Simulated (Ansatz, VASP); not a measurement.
**V in VASP and in Ansatz**

Contents of INCAR:

```
SYSTEM = V
PREC     = Accurate       ! precision mode
ENCUT    = 600            ! plane-wave cutoff, eV
EDIFF    = 1E-7           ! SCF threshold, eV
ISMEAR   = -1             ! smearing method
SIGMA    = 0.05           ! smearing width, eV
LREAL    = .False.        ! projectors in reciprocal space
LASPH    = .True.         ! aspherical terms in the spheres
NELM     = 150            ! most SCF steps
ALGO     = Normal         ! electronic algorithm
ISIF     = 3              ! what is computed and relaxed
LWAVE    = .False.        ! write WAVECAR
LCHARG   = .False.        ! write CHGCAR
ISPIN    = 2              ! spin polarisation
MAGMOM   = 2              ! initial moments
LORBIT   = 11             ! projections on sites
LMAXMIX  = 4              ! l up to which the mixer works
GGA      = PS             ! functional
IBRION   = 2              ! ionic algorithm
NSW      = 80             ! ionic steps
EDIFFG   = -0.01          ! ionic threshold
```

KPOINTS

```
Automatic mesh
0
Gamma
  12 12 12
  0 0 0
```

Contents of POSCAR:

```
V
1.0
   -1.5143500000      1.5143500000      1.5143500000
    1.5143500000     -1.5143500000      1.5143500000
    1.5143500000      1.5143500000     -1.5143500000
V
1
Direct
    0.0000000000      0.0000000000      0.0000000000
```

Contents of input.yaml:

```yaml
crystal:
  lattice:
    - [-1.51435, 1.51435, 1.51435]
    - [1.51435, -1.51435, 1.51435]
    - [1.51435, 1.51435, -1.51435]
  atoms:
    - { symbol: V, position: [0.0, 0.0, 0.0], spin: 2.0 }
kpoints:
  mp_grid: { grid: [12, 12, 12] }
scf:
  occupations: { method: fermi_dirac, width: 0.05 }
hamiltonian:
  xc: pbesol
  pseudopotentials: { kind: all_electron, lapw: { basis_error: 0.001 } }
magnetization:
  spin_polarized: true
output:
  forces: true
  stress: true
relax:
  f_tol: 0.01
  max_steps: 60
  cell: {}
```

Alike in both runs: task relaxation of cell and atoms; functional PBEsol; k mesh 12 × 12 × 12; occupations fermi-dirac, width 0.05 eV; collinear spin.

```csv
,VASP,Ansatz
version,VASP 6.6.1,Ansatz 0.2.0
potentials or method,"VASP PAW PBE potentials, release 64 (V_sv)","all-electron LAPW, scalar-relativistic"
plane-wave cutoff (eV),600,see its input
```

Ansatz gave:

```
net moment per atom (μB)                                     : 0.00
relaxed volume (Å³/atom)                                     : 12.94
relaxed cell length with the largest relative difference (Å) : 2.561
energy change over the relaxation (meV/atom)                 : -38
```

Q: What did VASP give for the same quantities?

A: net moment per atom (μB): 0.00; relaxed volume (Å³/atom): 12.94; relaxed cell length with the largest relative difference (Å): 2.562; energy change over the relaxation (meV/atom): -37.

Ansatz ran all-electron here, so the differences hold the error of VASP's frozen core and of both bases.

Caveats: the PAW data sets were made with another functional, which shifts forces and pressure a little (VASP); the starting moments weren't kept (Ansatz).
